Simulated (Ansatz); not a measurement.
# Ca2TeS: the cost of one run

The runs shown are made with Ansatz 0.2.0. PAW datasets, plane waves, zero pressure. (Calculated; spin-unpolarised; the phase may be known or hypothetical.)

## 1. Starting point

It is tetragonal, P4/mmm (No. 123); a = 4.319 Å, c = 6.108 Å in the conventional setting, 28.49 Å³ an atom. Around S lie 6 Ca at 3.05 Å; around Ca lie 4 Te at 3.05 Å and 2 S at 3.05 Å; around Te lie 6 Ca at 3.05 Å; around Ca lie 4 S at 3.05 Å and 2 Te at 3.05 Å.

As a file:

```cif
data_structure
_symmetry_space_group_name_H-M 'P4/mmm'
_symmetry_Int_Tables_number 123
_cell_length_a 4.3193
_cell_length_b 4.3193
_cell_length_c 6.1084
_cell_angle_alpha 90.000
_cell_angle_beta 90.000
_cell_angle_gamma 90.000
_cell_volume 113.96
loop_
_atom_site_label
_atom_site_type_symbol
_atom_site_symmetry_multiplicity
_atom_site_Wyckoff_symbol
_atom_site_fract_x
_atom_site_fract_y
_atom_site_fract_z
_atom_site_occupancy
S1 S 1 a 0.00000 0.00000 0.00000 1
Ca1 Ca 1 b 0.00000 0.00000 0.50000 1
Te1 Te 1 d 0.50000 0.50000 0.50000 1
Ca2 Ca 1 c 0.50000 0.50000 0.00000 1
```

## 2. Relaxation with PBE

input.yaml

```yaml
crystal:
  lattice:
    - [4.3193023759, 0.0, 0.0]
    - [0.0, 4.3193023759, 0.0]
    - [0.0, 0.0, 6.108416]
  atoms:
    - { symbol: S, position: [0.0, 0.0, 0.0] }
    - { symbol: Ca, position: [0.0, 0.0, 0.5] }
    - { symbol: Te, position: [0.5, 0.5, 0.5] }
    - { symbol: Ca, position: [0.5, 0.5, 0.0] }
kpoints:
  mp_grid: { grid: [6, 6, 4] }
hamiltonian:
  xc: pbe
scf:
  occupations: { method: fermi_dirac, width: 0.02 }
relax:
  f_tol: 0.005
  cell: {}
```

On the command line:

```sh
ansatz run input.yaml --threads 2 --pin off --max-ram 2211MiB --backend cpu --events-out ev --progress --plain --runs-dir out
```

**Question.** How long does this run take on 2 threads of AMD EPYC 7R43 (Zen 3), shared host, and how much memory does it need?

About 15 s, with a peak of 0.48 GiB.
